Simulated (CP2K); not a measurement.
**SnTe under changes of volume**

One of the cells (31.281 Å³/atom); the others are scaled copies at fixed shape and fractional positions:

```
Te Sn
1.0
     4.45597    0.00000    0.00000
     2.22799    3.85899    0.00000
     2.22799    1.28633    3.63829
Te Sn
1 1
Direct
  0.50000 0.50000 0.50000
  0.00000 0.00000 0.00000
```

- Program: CP2K 2026.2
- Functional: r2SCAN
- Potentials or basis: POTENTIAL_UZH Te GTH-SCAN-q6, Sn GTH-SCAN-q4; TZVP-MOLOPT-SCAN-GTH basis
- Density cutoff: 9184 eV
- k mesh: 7 × 7 × 7
- Occupations: fermi-dirac, width 0.1 eV
- Spin: no spin polarisation

```csv
volume (Å³/atom),energy over the lowest point (meV/atom),pressure (GPa)
29.404,17.25,3.0
30.030,7.45,1.9
30.656,?,?
31.281,0.00,0.0
31.907,1.56,-0.8
32.532,6.18,-1.6
33.158,13.56,-2.2
```

What does the run at 30.656 Å³/atom give?

Energy over the lowest point 1.84 meV/atom; pressure 0.9 GPa.

Worked out: A Birch-Murnaghan fit of order 3 (a polynomial in V^(-2/3)) to the other rows has its minimum at 31.30 Å³/atom with B0 = V·E''(V) = 43 GPa and B' = 4.2. It gives 1.84 meV/atom at 30.656 Å³/atom, against the run's 1.84, and -dE/dV = 0.9 GPa, against 0.9.

Energies are extrapolated to zero smearing.

Caveats: the basis of atomic orbitals isn't converged, which shifts pressures, moduli and gaps.
